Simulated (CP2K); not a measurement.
Set up this calculation in CP2K 2026.2, as the native input.

```yaml
Task: single point
Functional: PBE
Potentials_or_basis: POTENTIAL_UZH N GTH-PBE-q5, B GTH-PBE-q3; TZVP-MOLOPT-PBE-GTH basis
Density_cutoff: 6123 eV
k_mesh: 13 × 13 × 13
Occupations: fermi-dirac, width 0.05 eV
Spin: no spin polarisation
SCF_solver: diagonalisation with k points
Quickstep_method: GPW
EPS_DEFAULT: 1.0E-10
EPS_SCF: 1.0E-6
MAX_SCF: 100
SCF_GUESS: ATOMIC
k_points_reduced_by_the_point_group: yes
Mesh_centred_on_Gamma: yes
CHOLESKY: OFF
EPS_EIGVAL: 1.0E-7
MIXING_METHOD: BROYDEN_MIXING
MIXING_ALPHA: 0.4
NBUFFER: 8
NGRIDS: 4
Basis_sets: N TZVP-MOLOPT-PBE-GTH-q5, B TZVP-MOLOPT-PBE-GTH-q3
Potentials: N GTH-PBE-q5 of POTENTIAL_UZH, B GTH-PBE-q3 of POTENTIAL_UZH
ADDED_MOS: "[10]"
REL_CUTOFF_Ry: 60 Ry
MIXING_BETA_1/bohr: 1.5 1/bohr
CUTOFF_of_the_grids: 450 Ry
```

Crystal: BN.

```xyz
2
Lattice="4.1121 0.0000 0.0000 1.1410 2.2263 0.0000 2.9711 -0.8190 2.0702" Properties=species:S:1:pos:R:3 pbc="T T T"
N     4.4924    1.2112    0.6901
B     2.9712   -0.8189    2.0701
```

Measurements of this composition are mostly on another form, of space group No. 194.

The input as run:

bn_scf.inp

```
&GLOBAL
  PROJECT bn_scf
  RUN_TYPE ENERGY_FORCE
  PRINT_LEVEL LOW
&END GLOBAL
&FORCE_EVAL
  METHOD QS
  STRESS_TENSOR ANALYTICAL
  &DFT
    BASIS_SET_FILE_NAME BASIS_MOLOPT_UZH
    POTENTIAL_FILE_NAME POTENTIAL_UZH
    &MGRID
      CUTOFF 450
      REL_CUTOFF 60
      NGRIDS 4
    &END MGRID
    &QS
      METHOD GPW
      EPS_DEFAULT 1.0E-10
    &END QS
    &KPOINTS
      SCHEME MONKHORST-PACK 13 13 13
      GAMMA_CENTERED T
      SYMMETRY T
      SYMMETRY_BACKEND SPGLIB
    &END KPOINTS
    &SCF
      SCF_GUESS ATOMIC
      EPS_SCF 1.0E-6
      MAX_SCF 100
      ADDED_MOS 10
      CHOLESKY OFF
      EPS_EIGVAL 1.0E-7
      &DIAGONALIZATION ON
        ALGORITHM STANDARD
      &END DIAGONALIZATION
      &MIXING ON
        METHOD BROYDEN_MIXING
        ALPHA 0.4
        BETA 1.5
        NBUFFER 8
      &END MIXING
      &SMEAR ON
        METHOD FERMI_DIRAC
        ELECTRONIC_TEMPERATURE [K] 580.226
      &END SMEAR
    &END SCF
    &XC
      &XC_FUNCTIONAL PBE
      &END XC_FUNCTIONAL
    &END XC
    &PRINT
      &KPOINTS ON
      &END KPOINTS
      &MULLIKEN ON
      &END MULLIKEN
      &MO ON
        ENERGIES T
        OCCUPATION_NUMBERS T
        &EACH
          QS_SCF 0
        &END EACH
        ADD_LAST NUMERIC
      &END MO
      &LOWDIN ON
      &END LOWDIN
      &HIRSHFELD ON
        SHAPE_FUNCTION DENSITY
      &END HIRSHFELD
    &END PRINT
  &END DFT
  &SUBSYS
    &CELL
      ABC 4.1120778217 2.5017062525 3.7126561469
      ALPHA_BETA_GAMMA 80.2896251540 36.8458220809 62.8645527666
      PERIODIC XYZ
    &END CELL
    &COORD
      N   4.4923818911 1.2111729477 0.6901042376
      B   2.9711717064 -0.8188838754 2.0701168081
    &END COORD
    &KIND N
      BASIS_SET TZVP-MOLOPT-PBE-GTH-q5
      POTENTIAL GTH-PBE-q5
    &END KIND
    &KIND B
      BASIS_SET TZVP-MOLOPT-PBE-GTH-q3
      POTENTIAL GTH-PBE-q3
    &END KIND
    &PRINT
      &ATOMIC_COORDINATES ON
      &END ATOMIC_COORDINATES
      &CELL ON
      &END CELL
      &SYMMETRY ON
      &END SYMMETRY
    &END PRINT
  &END SUBSYS
  &PRINT
    &FORCES ON
    &END FORCES
    &STRESS_TENSOR ON
    &END STRESS_TENSOR
  &END PRINT
&END FORCE_EVAL
```

Potentials or basis: POTENTIAL_UZH N GTH-PBE-q5, B GTH-PBE-q3; TZVP-MOLOPT-PBE-GTH basis.

Command:

```bash
$ OMP_NUM_THREADS=1 cp2k.psmp -i bn_scf.inp -o bn_scf.out
```

Results of the run:

```yaml
Pressure: 3.4 GPa
Largest_force: 0.012 eV/Å
Band_gap_on_the_k_mesh: 3.91 eV, indirect (least direct gap 4.64 eV)
Mulliken_charges: N -0.51; B +0.51 e
Hirshfeld_charges: N -0.21; B +0.21 e
```

Caveat: Mulliken charges move with the basis; an odd mesh through Γ misses points on the zone boundary, where band edges often lie; the basis of atomic orbitals isn't converged, which shifts pressures, moduli and gaps.

Wall time 2.2 min on 1 thread of AMD EPYC 7R43 64-Core Processor (Zen 3), on a shared host, peak memory 0.31 GiB.
